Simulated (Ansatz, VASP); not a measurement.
# One calculation of BN, two programs

File INCAR:

```
SYSTEM = BN
PREC = Accurate
ENCUT = 600
EDIFF = 1E-6
ISMEAR = -1
SIGMA = 0.05
LREAL = .FALSE.
LASPH = .TRUE.
NELM = 100
ALGO = Normal
ISIF = 3
LWAVE = .FALSE.
LCHARG = .FALSE.
GGA = PE
IVDW = 12
IBRION = 2
NSW = 60
EDIFFG = -0.01
```

Contents of KPOINTS:

```
regular mesh
0
G
  12 12 12
  0 0 0
```

Contents of POSCAR:

```
BN
1.0
    1.2511217832      0.7223354983      3.3729344033
   -1.2511217832      0.7223354983      3.3729344033
    0.0000000000     -1.4446709966      3.3729344033
N B
1 1
Direct
    0.6672382000      0.6672382000      0.6672382000
    0.0003288000      0.0003288000      0.0003288000
```

input.yaml

```yaml
crystal:
  lattice:
    - [1.2511217832, 0.7223354983, 3.3729344033]
    - [-1.2511217832, 0.7223354983, 3.3729344033]
    - [0.0, -1.4446709966, 3.3729344033]
  atoms:
    - { symbol: "N", position: [0.6672382, 0.6672382, 0.6672382] }
    - { symbol: B, position: [0.0003288, 0.0003288, 0.0003288] }
hamiltonian:
  xc: pbe
  pseudopotentials: { kind: paw }
  dispersion: d3bj
kpoints:
  mp_grid: { grid: [12, 12, 12] }
scf:
  occupations: { method: fermi_dirac, width: 0.05 }
output:
  forces: true
  stress: true
  eigenvalues: true
relax:
  f_tol: 0.01
  max_steps: 40
  cell: { stress_tol: 0.05 }
```

The cell is a database's computed one.

Alike in both runs: task relaxation of cell and atoms; functional PBE; dispersion D3(BJ); k mesh 12 × 12 × 12; occupations fermi-dirac, width 0.05 eV; no spin polarisation.

|  | VASP | Ansatz |
| --- | --- | --- |
| version | VASP 6.6.1 | Ansatz 0.2.0 |
| potentials or method | VASP PAW PBE potentials, release 64 (N, B) | Ansatz PAW |
| plane-wave cutoff (eV) | 600 | 420 |
| valence electrons in the cell | 8 | 8 |

VASP gave:

* gap on the k mesh at the Fermi level, each at its own relaxed structure (eV): 4.22
* relaxed volume (Å³/atom): 8.88
* relaxed cell length with the largest relative difference (Å): 3.573
* energy change over the relaxation (meV/atom): -1

Question: Which values does Ansatz return?

Answer: gap on the k mesh at the Fermi level, each at its own relaxed structure (eV): 4.24; relaxed volume (Å³/atom): 8.96; relaxed cell length with the largest relative difference (Å): 3.599; energy change over the relaxation (meV/atom): -1.

Caveats: the plane-wave basis is chosen anew once the cell has moved, so the energies of steps on either side of that aren't comparable (Ansatz); the pressure holds a Pulay correction of +0.6 GPa for the finite cutoff (Ansatz). A k mesh can miss the band edges.
